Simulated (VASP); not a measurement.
# MgO (Fm-3m) in VASP: further runs

One crystal, MgO, is run at these levels: PBE; tasks: relaxation of cell and atoms.

Everything below comes from runs of VASP 6.6.1. Logs are shortened: lines on timing, memory, paths and dates and some standing lists are left out, and cuts for length are marked.

### Step 1. The crystal as given

The structure is cubic, space group Fm-3m (No. 225). The conventional cell has a = 4.217 Å, b = 4.217 Å, c = 4.217 Å, α = 90.00°, β = 90.00°, γ = 90.00°. Around Mg (site symmetry m-3m) lie 6 O at 2.11 Å. O (site symmetry m-3m) has 6 Mg at 2.11 Å as nearest neighbours.

### Step 2. Relaxation of cell and atoms, PBE, target pressure 23.2 GPa, at which the enthalpy is minimised

INCAR reads:

```
PREC = Accurate
ENCUT = 520
EDIFF = 1E-7
ISMEAR = 0
SIGMA = 0.02
LREAL = False
LASPH = True
NELM = 80
ALGO = Normal
ISIF = 3
LWAVE = False
LCHARG = False
GGA = PE
IBRION = 2
NSW = 80
EDIFFG = -0.002
PSTRESS = 232.0
```

KPOINTS reads:

```
regular mesh
0
Gamma
  4 4 4
```

POSCAR reads:

```
MgO
1.0
    0.0000000000      2.1085000000      2.1085000000
    2.1085000000      0.0000000000      2.1085000000
    2.1085000000      2.1085000000      0.0000000000
Mg O
1 1
Direct
    0.0000000000      0.0000000000      0.0000000000
    0.5000000000      0.5000000000      0.5000000000
```

Potentials or basis: VASP PAW PBE potentials, release 64 (Mg, O).

Launch:

```bash
$ cat potpaw_PBE.64/Mg/POTCAR potpaw_PBE.64/O/POTCAR > POTCAR
$ mpirun -np 1 vasp_std > vasp.out
```

OUTCAR:

```text
PREC = Accurate
   ENCUT = 520
   EDIFF = 1E-7
   ISMEAR = 0
   LREAL = False
   LASPH = True
   NELM = 80
   ISIF = 3
   GGA = PE
   IBRION = 2
   NSW = 80
   EDIFFG = -0.002
   PSTRESS = 232.0

 ion  position               nearest neighbor table
   1  0.000  0.000  0.000-   2 2.11   2 2.11   2 2.11   2 2.11   2 2.11   2 2.11
   2  0.500  0.500  0.500-   1 2.11   1 2.11   1 2.11   1 2.11   1 2.11   1 2.11

  LATTYP: Found a face centered cubic cell.
 ALAT       =     4.2170000000

  Lattice vectors:

 A1 = (   0.0000000000,   2.1085000000,   2.1085000000)
 A2 = (   2.1085000000,   0.0000000000,   2.1085000000)
 A3 = (   2.1085000000,   2.1085000000,   0.0000000000)

Analysis of symmetry for initial positions (statically):
=====================================================================
 Subroutine PRICEL returns:
 Original cell was already a primitive cell.

 Routine SETGRP: Setting up the symmetry group for a
 face centered cubic supercell.

 Subroutine GETGRP returns: Found 48 space group operations
 (whereof 48 operations were pure point group operations)
 out of a pool of 48 trial point group operations.

The static configuration has the point symmetry O_h .

Analysis of symmetry for dynamics (positions and initial velocities):
=====================================================================
 Subroutine PRICEL returns:
 Original cell was already a primitive cell.

 Routine SETGRP: Setting up the symmetry group for a
 face centered cubic supercell.

 Subroutine GETGRP returns: Found 48 space group operations
 (whereof 48 operations were pure point group operations)
 out of a pool of 48 trial point group operations.

The dynamic configuration has the point symmetry O_h .

 Subroutine INISYM returns: Found 48 space group operations
 (whereof 48 operations are pure point group operations),
 and found     1 'primitive' translations

----------------------------------------------------------------------------------------

                                     Primitive cell

  volume of cell :      18.7478

  direct lattice vectors                    reciprocal lattice vectors
     0.000000000  2.108500000  2.108500000    -0.237135404  0.237135404  0.237135404
     2.108500000  0.000000000  2.108500000     0.237135404 -0.237135404  0.237135404
     2.108500000  2.108500000  0.000000000     0.237135404  0.237135404 -0.237135404

  length of vectors
[... 54 lines left out ...]
   NGXF,Y,Z  is equivalent  to a cutoff of  26.76, 26.76, 26.76 a.u.
 SYSTEM =  unknown system
   PREC   = accura    normal or accurate (medium, high low for compatibility)
   ISTART =      0    job   : 0-new  1-cont  2-samecut
   ICHARG =      2    charge: 1-file 2-atom 10-const
   ISPIN  =      1    spin polarized calculation?
   LNONCOLLINEAR =      F non collinear calculations
   LSORBIT =      F    spin-orbit coupling
   LASPH  =      T    aspherical Exc in radial PAW
   ENCUT  =  520.0 eV  38.22 Ry    6.18 a.u.   5.54  5.54  5.54*2*pi/ulx,y,z
   NELM   =     80;   NELMIN=  2; NELMDL= -5     # of ELM steps
   EDIFF  = 0.1E-06   stopping-criterion for ELM
   LREAL  =      F    real-space projection
   EDIFFG = -.2E-02   stopping-criterion for IOM
   NSW    =     80    number of steps for IOM
   IBRION =      2    ionic relax: 0-MD 1-quasi-New 2-CG
   NFREE  =      1    steps in history (QN), initial steepest desc. (CG)
   ISIF   =      3    stress and relaxation
   ISYM   =      2    0-nonsym 1-usesym 2-fastsym
   POTIM  = 0.5000    time-step for ionic-motion
   TEBEG  =    0.0;   TEEND  =   0.0 temperature during run
   PSTRESS=  232.0 pullay stress
   NELECT =       8.0000    total number of electrons
   NUPDOWN=      -1.0000    fix difference up-down
   EMIN   =  10.00;   EMAX   =-10.00  energy-range for DOS
   EFERMI =   0.00;   METHOD = LEGACY
   ISMEAR =     0;   SIGMA  =   0.02  broadening in eV -4-tet -1-fermi 0-gaus
   EFERMI_NEDOS =   21; number of points for ismear=-14 and -15
   IALGO  =     38    algorithm
   IMIX   =      4    mixing-type and parameters
     AMIX     =   0.40;   BMIX     =  1.00
     AMIX_MAG =   1.60;   BMIX_MAG =  1.00
  volume/ion in A,a.u.               =       9.37        63.26
  Fermi-wavevector in a.u.,A,eV,Ry     =   1.232503  2.329092 20.668107  1.519063
  Thomas-Fermi vector in A             =   2.367270
   LORBIT       =      0    0 simple, 1 ext, 2 COOP (PROOUT), +10 PAW based schemes
   GGA     = PE    functional components
   LHFCALC =     F    Hartree Fock is set to
   AEXX    =    0.0000 exact exchange contribution
   IVDW    =     0    specifies the selected vdW correction
   LEPSILON=     F    determine dielectric tensor
   LRPA    =     F    only Hartree local field effects (RPA)
 conjugate gradient relaxation of ions
 non-spin polarized calculation
 Gauss-broadening in eV      SIGMA  =   0.02
  energy-cutoff  :      520.00
  volume of cell :       18.75
 maximum number of plane-waves:       531
 NGX is ok and might be reduce to    24
   NGX = 11   NGY = 11   NGZ = 11

--------------------------------------- Ionic step        1  -------------------------------------------

 number of electron       8.0000005 magnetization

 Free energy of the ion-electron system (eV)
  ---------------------------------------------------
  ext. energy  EPLUGINS =         0.00000000
  ---------------------------------------------------
  free energy    TOTEN  =       -11.89438994 eV

  energy without entropy =      -11.89438994  energy(sigma->0) =      -11.89438994

------------------------ aborting loop because EDIFF is reached ----------------------------------------

  FORCE on cell =-STRESS in cart. coord.  units (eV):
  Direction    XX          YY          ZZ          XY          YZ          ZX
  --------------------------------------------------------------------------------------
  -------------------------------------------------------------------------------------
  Total        0.3979162      0.3979162      0.3979162      0.0000000      0.0000000     -0.0000000
  in kB       34.0056784     34.0056784     34.0056784      0.0000000      0.0000000     -0.0000000
  external PRESSURE =    -197.9943216 kB  Pullay stress =     232.0000000 kB
[... 177 lines left out ...]
--------------------------------------- Ionic step        6  -------------------------------------------

 number of electron       7.9999997 magnetization

 Free energy of the ion-electron system (eV)
  ---------------------------------------------------
  ext. energy  EPLUGINS =         0.00000000
  ---------------------------------------------------
  free energy    TOTEN  =       -11.75743273 eV

  energy without entropy =      -11.75743273  energy(sigma->0) =      -11.75743273

 E-fermi :   4.0627     XC(G=0): -11.5327

 val. band max:        3.9492452516   @ k =   0.0000   0.0000   0.0000
 cond. band min:       9.6462411532   @ k =   0.0000   0.0000   0.0000
 fundamental gap:      5.6969959016
 Fermi energy:         4.0627395125

 k-point     1 :       0.0000    0.0000    0.0000
  band No.  band energies     occupation
      1     -13.8306      2.00000
      2       3.9492      2.00000
      3       3.9492      2.00000
      4       3.9492      2.00000
      5       9.6462      0.00000
      6      20.2696      0.00000
      7      20.2696      0.00000
      8      20.2696      0.00000
[... 108 lines left out ...]
  energy  without entropy=      -11.7574327295  energy(sigma->0) =      -11.75743273

  enthalpy is  TOTEN    =        -9.2964084063 eV   P V=        2.4610243232

 reached required accuracy - stopping structural energy minimisation
```

OSZICAR:

```text
N       E                     dE             d eps       ncg     rms          rms(c)
DAV:   1     0.852544841651E+01    0.85254E+01   -0.50244E+03   152   0.880E+02
DAV:   2    -0.131065169955E+02   -0.21632E+02   -0.21632E+02   144   0.133E+02
DAV:   3    -0.134627484631E+02   -0.35623E+00   -0.35623E+00   152   0.170E+01
DAV:   4    -0.134635628659E+02   -0.81440E-03   -0.81440E-03   152   0.723E-01
[... 44 lines left out ...]
       N       E                     dE             d eps       ncg     rms          rms(c)
DAV:   1    -0.117574664157E+02    0.19839E-02   -0.76372E-04   128   0.289E-01    0.438E-02
DAV:   2    -0.117574334364E+02    0.32979E-04   -0.21318E-04   128   0.112E-01    0.475E-03
DAV:   3    -0.117574327807E+02    0.65561E-06   -0.12590E-06   128   0.153E-02    0.261E-03
DAV:   4    -0.117574327295E+02    0.51223E-07   -0.15453E-07    96   0.447E-03
   6 F= -.92964084E+01 E0= -.92964084E+01  d E =-.157560E-04
```

CONTCAR:

```text
MgO
   1.00000000000000
     0.0000000000000000    2.0406546005206074    2.0406546005206074
     2.0406546005206074    0.0000000000000000    2.0406546005206074
     2.0406546005206074    2.0406546005206074   -0.0000000000000000
  Mg              O
     1     1
Direct
     0.0000000000000000    0.0000000000000000    0.0000000000000000
     0.5000000000000000    0.5000000000000000    0.5000000000000000

  0.00000000E+00  0.00000000E+00  0.00000000E+00
  0.00000000E+00  0.00000000E+00  0.00000000E+00
```

Run time: 6.3 s. Hardware: 1 thread of Intel Xeon 6975P-C (Granite Rapids), shared host; peak memory 0.14 GiB.

Results:

```yaml
Free_energy: -11.7574 eV
Relaxed_volume: 8.50 Å³/atom
Relaxed_cell: a = 2.886 Å, b = 2.886 Å, c = 2.886 Å, α = 60.00°, β = 60.00°, γ = 60.00°
Space_group_after_relaxing_to_0.05_Å: Fm-3m (No. 225)
Energy_change_on_relaxing_the_enthalpy_is_what_falls: +68.5 meV/atom
Ionic_steps: 6
Pressure_after_relaxing: 23.2 GPa
Band_gap_on_the_k_mesh: 5.70 eV, direct
```

The path:
```tsv
step	energy change (eV)	largest force (eV/Å)	pressure (GPa)	volume (Å³)
1	0.0000	0.0000	3.40	18.75
2	0.3876	0.0000	43.91	15.78
3	0.1348	0.0000	22.99	17.01
4	0.1397	0.0000	23.47	16.98
5	0.1349	0.0000	23.01	17.01
6	0.1370	0.0000	23.20	17.00
```

Final structure:
```
CELL_PARAMETERS angstrom
0.00000 2.04065 2.04065
2.04065 0.00000 2.04065
2.04065 2.04065 0.00000
ATOMIC_POSITIONS crystal
Mg 0.00000 0.00000 0.00000
O 0.50000 0.50000 0.50000
```

Levels at points of the mesh, in eV from the valence-band top:
| k point | band 2 | band 3 | band 4 | band 5 | band 6 | band 7 |
| --- | --- | --- | --- | --- | --- | --- |
| (0.00, 0.00, 0.00) | 0.00 | 0.00 | 0.00 | 5.70 | 16.32 | 16.32 |
| (0.50, 0.00, 0.00) | -5.06 | -0.77 | -0.77 | 8.51 | 13.70 | 17.30 |
| (0.50, 0.50, 0.00) | -4.49 | -1.49 | -1.49 | 9.20 | 11.03 | 14.14 |

Caveat: the k mesh is coarse (spacing up to 0.65 Å⁻¹), so the values aren't converged; the cell is relaxed towards a set pressure, so the enthalpy falls and the energy may rise.

### Step 3. Relaxation of cell and atoms, PBE, target pressure 23.2 GPa, at which the enthalpy is minimised

This run uses another cell than the first one, of 8.50 Å³/atom, 0.907 times its volume.

INCAR is that of step 2.

KPOINTS is that of step 2.

POSCAR reads:

```
MgO                                     
1.0
    0.0000000000      2.0406546005      2.0406546005
    2.0406546005      0.0000000000      2.0406546005
    2.0406546005      2.0406546005     -0.0000000000
  Mg              O             
     1     1
Direct
     0.0000000000000000    0.0000000000000000    0.0000000000000000
     0.5000000000000000    0.5000000000000000    0.5000000000000000
```

Potentials or basis: VASP PAW PBE potentials, release 64 (Mg, O).

Launch:

```bash
$ cat potpaw_PBE.64/Mg/POTCAR potpaw_PBE.64/O/POTCAR > POTCAR
$ mpirun -np 1 vasp_std > vasp.out
```

It took 3.2 s on 1 thread of Intel Xeon 6975P-C (Granite Rapids), shared host; peak memory 0.14 GiB.

Results (log left out):

```yaml
Free_energy: -11.7559 eV
Relaxed_volume: 8.50 Å³/atom
Relaxed_cell: a = 2.886 Å, b = 2.886 Å, c = 2.886 Å, α = 60.00°, β = 60.00°, γ = 60.00°
Space_group_after_relaxing_to_0.05_Å: Fm-3m (No. 225)
Energy_change_on_relaxing_the_enthalpy_is_what_falls: -0.6 meV/atom
Ionic_steps: 3
Pressure_after_relaxing: 23.2 GPa
Band_gap_on_the_k_mesh: 5.69 eV, direct
```

The path:
```
step  energy change (eV)  largest force (eV/Å)  pressure (GPa)  volume (Å³)
   1              0.0000                0.0000           23.32        17.00
   2             -0.0022                0.0000           23.10        17.01
   3             -0.0012                0.0000           23.20        17.00
```

Final structure:
```
Mg O
1.0
     0.00000    2.04099    2.04099
     2.04099    0.00000    2.04099
     2.04099    2.04099    0.00000
Mg O
1 1
Direct
  0.00000 0.00000 0.00000
  0.50000 0.50000 0.50000
```

Levels at points of the mesh, in eV from the valence-band top:
```
           k point  band 1  band 2  band 3  band 4  band 5  band 6  band 7  band 8
(0.00, 0.00, 0.00)  -17.78    0.00    0.00    0.00    5.69   16.32   16.32   16.32
(0.50, 0.00, 0.00)  -16.24   -5.05   -0.77   -0.77    8.50   13.70   17.29   17.29
(0.50, 0.50, 0.00)  -15.95   -4.49   -1.49   -1.49    9.20   11.02   14.13   20.45
```

Caveat: the k mesh is coarse (spacing up to 0.67 Å⁻¹), so the values aren't converged; the cell is relaxed towards a set pressure, so the enthalpy falls and the energy may rise.
